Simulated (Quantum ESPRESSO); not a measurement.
Runs of Quantum ESPRESSO 7.5 on CoO. It takes space group P-6m2 (No. 187, hexagonal). The conventional cell has a = 2.856 Å, b = 2.856 Å, c = 2.788 Å, α = 90.00°, β = 90.00°, γ = 120.00°. Co (site symmetry -6m2) has 6 O at 2.16 Å as nearest neighbours. O (site symmetry -6m2) has 6 Co at 2.16 Å as nearest neighbours. Measurements of this composition are mostly on another form, of space group No. 225.

```csv
level,form of the LDA correlation,gap on the mesh (eV),pressure (GPa),moment (μB),largest force (eV/Å)
revPBE+U,-,0.65,3.1,0.00,0.18
RPBE+U,-,(a),(c),0.00,0.18
LDA+U,PZ81,none,-20.8,0.00,0.10
PW91+U,-,(d),(b),0.00,0.18
PBEsol+U,-,0.37,-10.8,0.00,0.17
```

Alike in all rows: task single point; potentials or basis SPMS 1.0 PBE; spin collinear, antiferromagnetic start; Co d U = 2 eV; cell as given; k mesh 4 × 3 × 5; cutoff (eV) 1197; smearing gaussian 0.05 eV; the mesh is coarse, so values aren't converged.

**Question.** Estimate the missing entries.

**Answer.** (a) 0.68; (b) -2.5; (c) 4.9; (d) 0.57.

Caveats: all runs use coarse meshes; the potentials were made for another functional, which shifts forces and pressure; an odd mesh through Γ misses points on the zone boundary, where band edges often lie (some runs).

A gap of «none» marks a metal or a gap under the smearing width.

Runs at the PBE level aren't shown here.
